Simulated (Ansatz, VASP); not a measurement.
**CdTe in VASP and in Ansatz**

```
Cd Te
1.0
     0.00000    3.20500    3.20500
     3.20500    0.00000    3.20500
     3.20500    3.20500    0.00000
Cd Te
1 1
Direct
  0.00000 0.00000 0.00000
  0.25000 0.25000 0.25000
```

Alike in both runs: task single point; functional PBEsol; k mesh 4 × 4 × 4; no spin polarisation.

|  | VASP | Ansatz |
| --- | --- | --- |
| version | VASP 6.6.1 | Ansatz 0.2.0 |
| potentials or method | VASP PAW PBE potentials, release 64 (Cd, Te) | plane waves, PAW |
| plane-wave cutoff (eV) | 520 | 517 |
| occupations | gaussian, width 0.01 eV | fixed |
| valence electrons in the cell | 18 | 36 |

VASP gave:

| Quantity | Value |
| --- | --- |
| gap on the k mesh at the Fermi level (eV) | 0.75 |

Task: Estimate Ansatz's values.

Result: gap on the k mesh at the Fermi level (eV): 0.74.

The two sets of potentials don't hold the same shells in valence.

Caveats: the k mesh is coarse (spacing up to 0.42 Å⁻¹), so the values aren't converged; spin-orbit coupling is left out, which moves the levels of the heavy elements.
